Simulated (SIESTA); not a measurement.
## Li under changes of volume

One of the cells (21.771 Å³/atom); the others are scaled copies at fixed shape and fractional positions:

```
CELL_PARAMETERS angstrom
3.13160 0.00000 0.00000
-1.56580 2.71205 0.00000
0.00000 0.00000 5.12673
ATOMIC_POSITIONS crystal
Li 0.66667 0.33333 0.75000
Li 0.33333 0.66667 0.25000
```

This isn't the form of Li at room conditions, which is bcc.

* Program: SIESTA 5.4.2
* Functional: PBE
* Potentials or basis: PseudoDojo 0.4 standard (PBE files)
* Basis: DZP (energy shift 0.002 Ry; radii capped at 9.5 bohr)
* Grid cutoff: 800 Ry
* Energy shift: 0.002 Ry
* k mesh: 10 × 10 × 5
* Occupations: fermi-dirac, width 0.05 eV
* Spin: no spin polarisation

```csv
volume (Å³/atom),energy over the lowest point (meV/atom),pressure (GPa)
20.063,?,?
20.490,0.04,0.2
20.917,0.00,-0.1
21.771,2.31,-0.7
22.198,4.51,-0.9
22.625,7.33,-1.2
```

What does the run at 20.063 Å³/atom give?

Energy over the lowest point 0.99 meV/atom; pressure 0.6 GPa.

Worked out: A Birch-Murnaghan fit of order 3 (a polynomial in V^(-2/3)) to the other rows has its minimum at 20.72 Å³/atom with B0 = V·E''(V) = 15.6 GPa and B' = 3.7 at fixed shape and positions, which overstates the stiffness. It gives 0.98 meV/atom at 20.063 Å³/atom, against the run's 0.99, and -dE/dV = 0.5 GPa, against 0.6.

Energies are extrapolated to zero smearing.

Caveats: semicore shells carry a single zeta, which can move pressures by several GPa and volumes by a few percent; the basis of atomic orbitals isn't converged, which shifts pressures, moduli and gaps.
